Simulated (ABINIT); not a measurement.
**Ni in ABINIT: convergence with cutoff**

Crystal: Ni.

```xyz
1
Lattice="-1.3837 1.3837 1.3837 1.3837 -1.3837 1.3837 1.3837 1.3837 -1.3837" Properties=species:S:1:pos:R:3 pbc="T T T"
Ni    0.0000    0.0000    0.0000
```

This isn't the form of Ni at room conditions, which is fcc.

* Program: ABINIT 10.8.3 (patched build)
* Task: single point
* Functional: PBE
* Potentials or basis: PseudoDojo NC SR PBE v0.4.1 standard
* Cutoff: 531 eV
* k mesh: 9 × 9 × 9
* Occupations: methfessel-paxton, width 0.1 eV
* Spin: collinear spin, ferromagnetic start
* Starting moments: [1.0] μB

These are the settings of the first run; the series varies cutoff, with any setting tied to it.

Hardware: 1 thread of Arm Neoverse V1, on a shared host.

Problem. The values tried are 19.5 Ha, 24.5 Ha, 29.5 Ha, 34.5 Ha, 41.5 Ha, 49 Ha, 56.5 Ha, 66 Ha, 78.5 Ha, loosest first. From which on does the largest site moment stay within 0.02 μB of the tightest run that finished?

Solution. From 34.5 Ha on.

| cutoff | energy less the tightest run (meV/atom) | largest site moment (μB) | SCF cycles | CPU time (s) | peak memory (GiB) |
| --- | --- | --- | --- | --- | --- |
| 19.5 Ha | 73111.48 | 0.00 | 12 | 9.5 | 0.06 |
| 24.5 Ha | 23899.55 | 0.54 | 11 | 15 | 0.06 |
| 29.5 Ha | 5881.30 | 0.51 | 16 | 23 | 0.06 |
| 34.5 Ha | 1057.20 | 0.62 | 10 | 17 | 0.07 |
| 41.5 Ha | 41.99 | 0.62 | 10 | 29 | 0.07 |
| 49 Ha | 0.88 | 0.62 | 10 | 32 | 0.08 |
| 56.5 Ha | 0.55 | 0.62 | 12 | 44 | 0.08 |
| 66 Ha | 0.25 | 0.62 | 10 | 54 | 0.1 |
| 78.5 Ha | 0.00 | 0.62 | 12 | 82 | 0.12 |

Against the tightest run, the energy stays within 1 meV/atom from 49 Ha on. The tightest run that finished is the yardstick and may itself not be fully converged.
